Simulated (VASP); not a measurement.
Set up this calculation in VASP 6.6.1, as the native input.

```yaml
Task: single point
Functional: PBE
Potentials_or_basis: VASP PAW PBE potentials, release 64 (Sb, Mg)
Cutoff: 520 eV
k_mesh: 7 × 7 × 4
Occupations: gaussian, width 0.012 eV
Spin: no spin polarisation
Further_INCAR_settings: ALGO = Fast; EDIFF = 1e-06; NBANDS = 16
```

The structure of Mg3Sb2 lies in POSCAR:

```
Mg3Sb2
1.0
    4.5820000000      0.0000000000      0.0000000000
   -2.2910000000      3.9681284001      0.0000000000
    0.0000000000      0.0000000000      7.2440000000
Sb Mg
2 3
Direct
    0.6666666667      0.3333333333      0.7650000000
    0.3333333333      0.6666666667      0.2350000000
    0.0000000000      0.0000000000      0.0000000000
    0.6666666667      0.3333333333      0.3700000000
    0.3333333333      0.6666666667      0.6300000000
```

One way to write it, as run:

INCAR

```
PREC = Accurate ; ENCUT = 520
EDIFF = 1E-6 ; ISMEAR = 0
SIGMA = 0.012 ; LREAL = F
LASPH = T ; NELM = 60
ALGO = Fast ; ISIF = 2
LWAVE = F ; LCHARG = F
GGA = PE ; NBANDS = 16
```

KPOINTS

```
Automatic mesh
0
Gamma
  7 7 4
```

Potentials or basis: VASP PAW PBE potentials, release 64 (Sb, Mg).

Run with:

```bash
$ cat potpaw_PBE.64/Sb/POTCAR potpaw_PBE.64/Mg/POTCAR > POTCAR
$ mpirun -np 1 vasp_std > vasp.out
```

It gave:

The pressure is 1.0 GPa. The largest force is 0.497 eV/Å. The band gap on the k mesh is 0.34 eV, indirect (least direct gap 1.17 eV).

Caveat: spin-orbit coupling is left out, which moves the levels of the heavy elements; an odd mesh through Γ misses points on the zone boundary, where band edges often lie.

It took 38 s on 1 thread of Intel(R) Xeon(R) Platinum 8488C (Sapphire Rapids), with other jobs on the host, peak memory 0.27 GiB.
